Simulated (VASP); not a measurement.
# CoO (I4/mmm) in VASP: further runs, part 2 of 2

VASP 6.6.1. Earlier steps stand in the parts before.

**3. Relaxation of cell and atoms, PBE, collinear spin, ferromagnetic start, target pressure 5 GPa, at which the enthalpy is minimised**

INCAR reads:

```
SYSTEM = CoO
PREC = Accurate ; ENCUT = 600
EDIFF = 1E-6 ; ISMEAR = -1
SIGMA = 0.05 ; LREAL = .FALSE.
LASPH = .TRUE. ; NELM = 100
ALGO = Normal ; ISIF = 3
LWAVE = .FALSE. ; LCHARG = .FALSE.
ISPIN = 2 ; MAGMOM = 2 0
LORBIT = 11 ; LMAXMIX = 4
GGA = PE ; IBRION = 2
NSW = 40 ; EDIFFG = -0.02
PSTRESS = 50
```

KPOINTS reads:

```
regular mesh
0
G
  9 9 9
  0 0 0
```

POSCAR reads:

```
CoO
1.0
   -1.5080004400      1.5080004400      2.1072503600
    1.5080004400     -1.5080004400      2.1072503600
    1.5080004400      1.5080004400     -2.1072503600
Co O
1 1
Direct
    0.0000000000      0.0000000000      0.0000000000
    0.5000000000      0.5000000000      0.0000000000
```

Potentials or basis: VASP PAW PBE potentials, release 64 (Co, O).

Run with:

```console
$ cat potpaw_PBE.64/Co/POTCAR potpaw_PBE.64/O/POTCAR > POTCAR
$ mpirun -np 1 vasp_std > vasp.out
```

OUTCAR:

```text
SYSTEM = CoO
   PREC = Accurate
   ENCUT = 600
   EDIFF = 1E-6
   ISMEAR = -1
   LREAL = .FALSE.
   LASPH = .TRUE.
   NELM = 100
   ISIF = 3
   ISPIN = 2
   LORBIT = 11
   GGA = PE
   IBRION = 2
   NSW = 40
   EDIFFG = -0.02
   PSTRESS = 50

 ion  position               nearest neighbor table
   1  0.000  0.000  0.000-   2 2.11   2 2.11   2 2.13   2 2.13   2 2.13   2 2.13
   2  0.500  0.500  0.000-   1 2.11   1 2.11   1 2.13   1 2.13   1 2.13   1 2.13

  LATTYP: Found a body centered tetragonal cell.
 ALAT       =     3.0160008800
 C/A-ratio  =     1.3973804676

  Lattice vectors:

 A1 = (  -1.5080004400,   1.5080004400,   2.1072503600)
 A2 = (   1.5080004400,  -1.5080004400,   2.1072503600)
 A3 = (   1.5080004400,   1.5080004400,  -2.1072503600)

Analysis of symmetry for initial positions (statically):
=====================================================================
 Subroutine PRICEL returns:
 Original cell was already a primitive cell.

 Routine SETGRP: Setting up the symmetry group for a
 body centered tetragonal supercell.

 Subroutine GETGRP returns: Found 16 space group operations
 (whereof 16 operations were pure point group operations)
 out of a pool of 16 trial point group operations.

The static configuration has the point symmetry D_4h.

Analysis of symmetry for dynamics (positions and initial velocities):
=====================================================================
 Subroutine PRICEL returns:
 Original cell was already a primitive cell.

 Routine SETGRP: Setting up the symmetry group for a
 body centered tetragonal supercell.

 Subroutine GETGRP returns: Found 16 space group operations
 (whereof 16 operations were pure point group operations)
 out of a pool of 16 trial point group operations.

The dynamic configuration has the point symmetry D_4h.

Analysis of structural, dynamic, and magnetic symmetry:
=====================================================================
 Subroutine PRICEL returns:
 Original cell was already a primitive cell.

 Routine SETGRP: Setting up the symmetry group for a
 body centered tetragonal supercell.

 Subroutine GETGRP returns: Found 16 space group operations
 (whereof 16 operations were pure point group operations)
 out of a pool of 16 trial point group operations.

The overall configuration has the point symmetry D_4h.

 Subroutine INISYM returns: Found 16 space group operations
 (whereof 16 operations are pure point group operations),
 and found     1 'primitive' translations

----------------------------------------------------------------------------------------

                                     Primitive cell

  volume of cell :      19.1681

  direct lattice vectors                    reciprocal lattice vectors
    -1.508000440  1.508000440  2.107250360     0.000000000  0.331564890  0.237276030
     1.508000440 -1.508000440  2.107250360     0.331564890  0.000000000  0.237276030
     1.508000440  1.508000440 -2.107250360     0.331564890  0.331564890  0.000000000

  length of vectors
     2.998105191  2.998105191  2.998105191     0.407719500  0.407719500  0.468903564

  position of ions in fractional coordinates (direct lattice)
     0.000000000  0.000000000  0.000000000
     0.500000000  0.500000000  0.000000000

  ion indices of the primitive-cell ions
   primitive index   ion index
                 1           1
[... 72 lines left out ...]
   NELM   =    100;   NELMIN=  2; NELMDL= -5     # of ELM steps
   EDIFF  = 0.1E-05   stopping-criterion for ELM
   LREAL  =      F    real-space projection
   EDIFFG = -.2E-01   stopping-criterion for IOM
   NSW    =     40    number of steps for IOM
   IBRION =      2    ionic relax: 0-MD 1-quasi-New 2-CG
   NFREE  =      1    steps in history (QN), initial steepest desc. (CG)
   ISIF   =      3    stress and relaxation
   ISYM   =      2    0-nonsym 1-usesym 2-fastsym
   POTIM  = 0.5000    time-step for ionic-motion
   TEBEG  =    0.0;   TEEND  =   0.0 temperature during run
   PSTRESS=   50.0 pullay stress
   NELECT =      15.0000    total number of electrons
   NUPDOWN=      -1.0000    fix difference up-down
   EMIN   =  10.00;   EMAX   =-10.00  energy-range for DOS
   EFERMI =   0.00;   METHOD = LEGACY
   ISMEAR =    -1;   SIGMA  =   0.05  broadening in eV -4-tet -1-fermi 0-gaus
   EFERMI_NEDOS =   21; number of points for ismear=-14 and -15
   IALGO  =     38    algorithm
   IMIX   =      4    mixing-type and parameters
     AMIX     =   0.40;   BMIX     =  1.00
     AMIX_MAG =   1.60;   BMIX_MAG =  1.00
  volume/ion in A,a.u.               =       9.58        64.68
  Fermi-wavevector in a.u.,A,eV,Ry     =   1.508617  2.850872 30.965828  2.275924
  Thomas-Fermi vector in A             =   2.619047
   LORBIT       =     11    0 simple, 1 ext, 2 COOP (PROOUT), +10 PAW based schemes
   GGA     = PE    functional components
   LHFCALC =     F    Hartree Fock is set to
   AEXX    =    0.0000 exact exchange contribution
   IVDW    =     0    specifies the selected vdW correction
   LEPSILON=     F    determine dielectric tensor
   LRPA    =     F    only Hartree local field effects (RPA)
 conjugate gradient relaxation of ions
 spin polarized calculation
  energy-cutoff  :      600.00
  volume of cell :       19.17
 maximum number of plane-waves:       648
   NGX = 11   NGY = 11   NGZ = 11

--------------------------------------- Ionic step        1  -------------------------------------------

 number of electron      15.0000006 magnetization       2.8423745

 Free energy of the ion-electron system (eV)
  ---------------------------------------------------
  ext. energy  EPLUGINS =         0.00000000
  ---------------------------------------------------
  free energy    TOTEN  =       -13.06653378 eV

  energy without entropy =      -13.03124537  energy(sigma->0) =      -13.04888958

------------------------ aborting loop because EDIFF is reached ----------------------------------------

  FORCE on cell =-STRESS in cart. coord.  units (eV):
  Direction    XX          YY          ZZ          XY          YZ          ZX
  --------------------------------------------------------------------------------------
  -------------------------------------------------------------------------------------
  Total       -0.1352454     -0.1352454     -0.1230383      0.0000000      0.0000000      0.0000000
  in kB      -11.3045719    -11.3045719    -10.2842351      0.0000000      0.0000000      0.0000000
  external PRESSURE =     -60.9644597 kB  Pullay stress =      50.0000000 kB
[... 139 lines left out ...]
--------------------------------------- Ionic step        5  -------------------------------------------

 number of electron      14.9999998 magnetization       2.7552985

 Free energy of the ion-electron system (eV)
  ---------------------------------------------------
  ext. energy  EPLUGINS =         0.00000000
  ---------------------------------------------------
  free energy    TOTEN  =       -13.05970455 eV

  energy without entropy =      -13.02652917  energy(sigma->0) =      -13.04311686

 E-fermi :   8.5200     XC(G=0): -12.6556

 val. band max:        8.5194596446   @ k =   0.4444   0.3333   0.0000
 cond. band min:       8.5259395342   @ k =   0.3333   0.1111   0.0000
 fundamental gap:      0.0064798896
 Fermi energy:         8.5200205048

 spin component 1

 k-point     1 :       0.0000    0.0000    0.0000
  band No.  band energies     occupation
      1     -12.0796      1.00000
      2       5.1851      1.00000
      3       5.2156      1.00000
      4       5.2156      1.00000
      5       5.2967      1.00000
      6       5.3016      1.00000
      7       5.4338      1.00000
      8       5.4338      1.00000
      9       5.5361      1.00000
     10       9.7579      0.00000
     11      25.5136      0.00000
     12      27.0011      0.00000
[... 333 lines left out ...]
      1     -10.7181      1.00000
      2       1.4371      1.00000
      3       3.1935      1.00000
      4       3.5825      1.00000
      5       4.9903      1.00000
      6       6.1725      1.00000
      7       6.3692      1.00000
      8       6.5427      1.00000
      9       6.6167      1.00000
     10      15.0769      0.00000
     11      18.5503      0.00000
     12      19.9907      0.00000

 [... further k-points ...]

 spin component 2

 k-point     1 :       0.0000    0.0000    0.0000
  band No.  band energies     occupation
      1     -11.6352      1.00000
      2       5.6733      1.00000
      3       5.7166      1.00000
      4       5.7166      1.00000
      5       7.3137      1.00000
      6       7.3138      1.00000
      7       7.3472      1.00000
      8       8.5011      0.59361
      9       8.5315      0.44262
     10      10.2682      0.00000
     11      25.4337      0.00000
     12      27.4920      0.00000
[... 378 lines left out ...]
  energy  without entropy=      -13.0265291723  energy(sigma->0) =      -13.04311686

  enthalpy is  TOTEN    =       -12.4819095281 eV   P V=        0.5777950223

 reached required accuracy - stopping structural energy minimisation

 total charge

# of ion       s       p       d       tot
------------------------------------------
    1        0.305   0.384   7.185   7.875
    2        1.554   3.442   0.000   4.995
--------------------------------------------------
tot          1.859   3.826   7.185  12.870

 magnetization (x)

# of ion       s       p       d       tot
------------------------------------------
    1        0.021   0.019   2.409   2.449
    2        0.030   0.231   0.000   0.260
--------------------------------------------------
tot          0.051   0.250   2.409   2.710
```

CONTCAR:

```text
CoO
   1.00000000000000
    -1.4894270458476242    1.4894270458476242    2.0864880963692576
     1.4894270458476242   -1.4894270458476242    2.0864880963692576
     1.4894270458476242    1.4894270458476242   -2.0864880963692576
  Co              O
     1     1
Direct
     0.0000000000000000    0.0000000000000000    0.0000000000000000
     0.5000000000000000    0.5000000000000000    0.0000000000000000

  0.00000000E+00  0.00000000E+00  0.00000000E+00
  0.00000000E+00  0.00000000E+00  0.00000000E+00
```

It took 2.2 min on 1 thread of AMD EPYC 7R13 (Zen 3), shared host; peak memory 0.15 GiB.

What came out:

- Free energy: -13.0597 eV
- Relaxed volume: 9.26 Å³/atom
- Relaxed cell: a = 2.965 Å, b = 2.965 Å, c = 2.965 Å, α = 119.69°, β = 119.69°, γ = 90.54°
- Space group after relaxing (to 0.05 Å): I4/mmm (No. 139)
- Energy change on relaxing (the enthalpy is what falls): +3.4 meV/atom
- Ionic steps: 5
- Pressure after relaxing: 4.9 GPa
- Band gap on the k mesh: none (metal or under the smearing width)
- Net moment: 2.76 μB per cell
- Site moments: Co +2.45; O +0.26 μB
- Valence electrons inside the program's atomic spheres: Co 7.88; O 5.00

Stress tensor (GPa, compression positive):
```
4.67 0.00 0.00
0.00 4.67 0.00
0.00 0.00 5.27
```

Step by step:
```
step  energy change (eV)  largest force (eV/Å)  pressure (GPa)  volume (Å³)
   1              0.0000                0.0000           -1.10        19.17
   2              0.0213                0.0000            8.68        18.17
   3              0.0074                0.0000            4.93        18.50
   4              0.0079                0.0000            5.20        18.49
   5              0.0068                0.0000            4.87        18.51
```

Final structure:
```xyz
2
Lattice="-1.4894 1.4894 2.0865 1.4894 -1.4894 2.0865 1.4894 1.4894 -2.0865" Properties=species:S:1:pos:R:3 pbc="T T T"
Co    0.0000    0.0000    0.0000
O     0.0000    0.0000    2.0865
```

Caveat: the cell is relaxed towards a set pressure, so the enthalpy falls and the energy may rise; a cell with one magnetic atom can't hold antiferromagnetic order, which such compounds often take; semilocal functionals often make such compounds metallic where correlation or magnetic order opens a gap, which also shifts bond lengths.
